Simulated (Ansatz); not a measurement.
Born–Oppenheimer molecular dynamics of CHF₃ (5 atoms, charge 0, multiplicity 1). It goes on from the last frame of an earlier run, with new velocities.

Level of theory: Ansatz 0.2.0, RHF/def2-SVP.

```
ensemble                      : NVE (velocity Verlet)
time step                     : 0.5 fs
steps asked                   : 150
starting velocities drawn for : 700 K
seed                          : 583626
```

First frame:

```xyz
5
Properties=species:S:1:pos:R:3
F -0.621 -0.341 1.105
C -0.013 0.065 0.034
F 0.966 -0.746 -0.161
F -0.715 -0.046 -1.096
H 0.372 1.092 0.099
```

Q: What does the run give?

A: The run went to its last step.

| Item | Value |
| --- | --- |
| steps done | 150 |
| time covered | 75 fs |
| mean temperature over the second half | 644 K |
| spread of the potential energy over the second half | 17.6 meV per atom |
| mean potential energy of the second half above the start | 4.7 meV per atom |

The conserved energy stayed within 0.89 meV per atom of its start (net change 0.11 meV per atom), so the integration is sound. A run of 0.075 ps of so small a system gives no equilibrium averages.

Q: What happens to the structure?

A: The same pairs are bonded in the first frame and the last. Pairs count as bonded within 1.25 times the sum of covalent radii (0.12 Å more for H–H). This is one draw of velocities; another would differ in detail.

Q: How do temperature and energy run in time?

A: 
```tsv
time (fs)	T (K)	potential energy less start (eV)	conserved less start (meV/atom)
0.0	700	0.000	0.00
6.0	917	-0.084	-0.03
12.0	703	0.002	0.62
18.0	348	0.140	0.80
24.0	450	0.099	0.45
30.0	542	0.062	0.16
36.0	1090	-0.151	0.07
42.0	507	0.078	0.67
48.0	639	0.026	0.55
54.0	313	0.152	0.44
60.0	596	0.042	0.25
66.0	868	-0.063	0.32
72.0	578	0.051	0.68
```

The run took 74 s on 1 thread of Arm Neoverse V1, on a shared host, peak memory 0.09 GiB.
